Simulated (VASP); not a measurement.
GaAs: band structure with r2SCAN

**What was measured.**

From “Evidence of valence band perturbations in GaAsN/GaAs(001): A combined variable-angle spectroscopic ellipsometry and modulated photoreflectance investigation”, 2008, arxiv:0805.2212, for a bulk crystal of GaAs at 300 K: band gap 1.418 ± 0.005 eV (direct).

Crystal: GaAs.

```
Ga As
1.0
     0.00000    2.83140    2.83140
     2.83140    0.00000    2.83140
     2.83140    2.83140    0.00000
Ga As
1 1
Direct
  0.00000 0.00000 0.00000
  0.25000 0.25000 0.25000
```

```json
{"Program": "VASP 6.6.1", "Task": "band structure", "Functional": "r2SCAN", "Potentials or basis": "VASP PAW PBE potentials, release 64 (Ga_d, As)", "Cutoff": "520 eV", "k mesh": "10 × 10 × 10", "Occupations": "gaussian, width 0.03 eV", "Spin": "no spin polarisation", "Further INCAR settings": "ALGO = Normal; EDIFF = 1e-06; NBANDS = 16"}
```

| Item | Value |
| --- | --- |
| Pressure | 0.3 GPa |
| Band gap on the k mesh | 0.96 eV, direct |
| Band gap along the path | 0.96 eV, direct |

Levels at the corners of the path, in eV from the valence-band top:
```tsv
point	band 7	band 8	band 9	band 10	band 11	band 12
Γ	0.00	0.00	0.00	0.96	4.04	4.04
X	-6.97	-2.76	-2.76	1.77	1.95	10.82
X	-6.97	-2.76	-2.76	1.77	1.95	10.82
W	-6.78	-3.62	-3.41	5.00	5.06	5.89
W	-6.78	-3.62	-3.41	5.00	5.06	5.89
K	-6.77	-3.94	-2.32	2.27	5.01	8.51
K	-6.77	-3.94	-2.32	2.27	5.01	8.51
Γ	0.00	0.00	0.00	0.96	4.04	4.04
Γ	0.00	0.00	0.00	0.96	4.04	4.04
L	-6.79	-1.18	-1.18	1.35	4.99	4.99
L	-6.79	-1.18	-1.18	1.35	4.99	4.99
U	-6.77	-3.94	-2.32	2.27	5.01	8.51
U	-6.77	-3.94	-2.32	2.27	5.01	8.51
W	-6.78	-3.62	-3.41	5.00	5.06	5.89
W	-6.78	-3.62	-3.41	5.00	5.06	5.89
L	-6.79	-1.18	-1.18	1.35	4.99	4.99
L	-6.79	-1.18	-1.18	1.35	4.99	4.99
K	-6.77	-3.94	-2.32	2.27	5.01	8.51
U	-6.77	-3.94	-2.32	2.27	5.01	8.51
X	-6.97	-2.76	-2.76	1.77	1.95	10.82
```

Run time: 5.3 min on 1 thread of Intel(R) Xeon(R) Platinum 8488C (Sapphire Rapids), with other jobs on the host, peak memory 0.19 GiB.

Measured gap of GaAs: 1.418 eV (direct; 300 K; “Evidence of valence band perturbations in GaAsN/GaAs(001): A combined variable-angle spectroscopic ellipsometry and modulated photoreflectance investigation”, 2008, arxiv:0805.2212). This calculation gives 0.96 eV (-0.46 eV). 3 values of this kind are on record (1.412 to 1.51 eV); this one was drawn at random among those near their median, those with a stated uncertainty first. Spin-orbit coupling on As, Ga is left out. The value is that of r2SCAN, without temperature or zero-point motion.

Caveat: the PAW data sets were made with another functional, which shifts forces and pressure a little.
